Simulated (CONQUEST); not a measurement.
TePb under changes of volume

One of the cells (32.055 Å³/atom); the others are scaled copies at fixed shape and fractional positions:

```
Pb Te
1.0
     4.00229    0.00000    0.00000
     0.00000    4.00229    0.00000
     0.00000    0.00000    4.00229
Pb Te
1 1
Direct
  0.00000 0.00000 0.00000
  0.50000 0.50000 0.50000
```

Measurements of this composition are mostly on another form, of space group No. 225.

- Program: CONQUEST 1.3
- Functional: PBE
- Potentials or basis: PseudoDojo NC PBE, SZ, grid of 40 × 40 × 40 points
- k mesh: 7 × 7 × 7
- Occupations: fermi-dirac, width 0.05 eV
- Spin: no spin polarisation

```csv
volume (Å³/atom),energy over the lowest point (meV/atom),pressure (GPa)
30.132,97.94,8.1
30.773,?,?
31.414,44.68,5.1
32.055,27.02,3.8
32.696,13.66,2.9
33.337,4.40,1.7
33.978,0.00,0.6
```

Question: What does the run at 30.773 Å³/atom give?

Answer: Energy over the lowest point 68.09 meV/atom; pressure 6.6 GPa.

Worked out: A Birch-Murnaghan fit of order 3 (a polynomial in V^(-2/3)) to the other rows has its minimum at 34.52 Å³/atom, just outside them, with B0 = V·E''(V) = 45 GPa and B' = 4.3. It gives 68.42 meV/atom at 30.773 Å³/atom, against the run's 68.09, and -dE/dV = 6.6 GPa, against 6.6.

Energies are extrapolated to zero smearing.

Caveats: the atomic basis is small; the basis of atomic orbitals isn't converged, which shifts pressures, moduli and gaps.
